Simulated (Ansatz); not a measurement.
The system is Ru.

```
Ru
1.0
     2.70580    0.00000    0.00000
    -1.35290    2.34329    0.00000
     0.00000    0.00000    4.28190
Ru
2
Cartesian
  1.3529 0.7811 3.2114
  0.0000 1.5622 1.0705
```

| Quantity | Value |
| --- | --- |
| Program | Ansatz 0.2.0 |
| Task | relaxation of cell and atoms |
| Functional | HSEsol |
| Potentials or basis | Ansatz PAW |
| Cutoff | 420 eV (not typed: the program's choice for these potentials) |
| k mesh | 6 × 6 × 3 |
| Occupations | fermi-dirac, width 0.05 eV |
| Spin | no spin polarisation |

At the start: volume 13.57 Å³/atom.

Task: Where does the relaxation end?

Result: It ends after 5 steps and the volume is 12.99 Å³/atom (-4.3 %); space group P6_3/mmc (No. 194, to 0.05 Å).

Step by step:
```
step  energy change (eV)  largest force (eV/Å)  volume (Å³)
   1              0.0000                0.0000        27.15
   2             -0.0650                0.0000        26.10
   3             -0.0659                0.0000        25.96
   4             -0.0660                0.0000        25.97
   5             -0.0655                0.0000        25.97
```

Final structure:
```cif
data_structure
_symmetry_space_group_name_H-M 'P 1'
_symmetry_Int_Tables_number 1
_cell_length_a 2.6779
_cell_length_b 2.6779
_cell_length_c 4.1822
_cell_angle_alpha 90.000
_cell_angle_beta 90.000
_cell_angle_gamma 120.000
_cell_volume 25.97
loop_
_atom_site_label
_atom_site_type_symbol
_atom_site_fract_x
_atom_site_fract_y
_atom_site_fract_z
_atom_site_occupancy
Ru1 Ru 0.66667 0.33333 0.75000 1
Ru2 Ru 0.33333 0.66667 0.25000 1
```

Caveat: the k mesh is coarse (spacing up to 0.49 Å⁻¹), so the values aren't converged, least of all with exact exchange; the plane-wave basis is chosen anew once the cell has moved, so the energies of steps on either side of that aren't comparable; the PAW data sets come from PBE, with cores solved anew for the run's functional, which leaves a small shift of forces and pressure.
